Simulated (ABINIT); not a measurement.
Runs of ABINIT 10.8.3 (patched build) on MgS (Niningerite). It takes space group Fm-3m (No. 225, cubic). The conventional cell has a = 5.203 Å, b = 5.203 Å, c = 5.203 Å, α = 90.00°, β = 90.00°, γ = 90.00°. Around S (site symmetry m-3m) lie 6 Mg at 2.60 Å. Around Mg (site symmetry m-3m) lie 6 S at 2.60 Å. 

```csv
task,potentials or basis,cell,cutoff (eV),cell freedom (optcell),cutoff smearing ecutsm (Ha),optimiser (ionmov),force stop (Ha/bohr),fine-grid cutoff,gap on the mesh (eV),pressure (GPa)
relaxation of cell and atoms,JTH PAW PBE v2.0,relaxed to 20 GPa,544,2,0.5,2,0.0001,1088.46 eV,(a),20.0
relaxation of cell and atoms,JTH PAW PBE v2.0,relaxed to 10 GPa,544,2,0.5,2,0.0001,1088.46 eV,3.06,10.0
single point,PseudoDojo NC SR PBEsol v0.4 stringent,as given,1143,-,-,-,-,-,2.83,-0.9
relaxation of cell and atoms,JTH PAW PBE v2.0,relaxed,544,2,0.5,2,0.0001,1088.46 eV,2.85,0.0
single point,PseudoDojo NC SR PBEsol v0.4.1 standard,as given,1143,-,-,-,-,-,2.83,-0.9
single point,JTH PAW PBE v2.0,as given,544,-,-,-,-,1088.46 eV,2.83,-1.0
```

Alike in all rows: level PBEsol; no spin polarisation; k mesh 9 × 9 × 9; smearing fermi-dirac 0.05 eV.

Question: Estimate the missing entries.

Answer: (a) 3.19.

Caveats: an odd mesh through Γ misses points on the zone boundary, where band edges often lie; the PAW data sets were made with another functional, which shifts forces and pressure a little (some runs).

Runs at the PBE level aren't shown here.
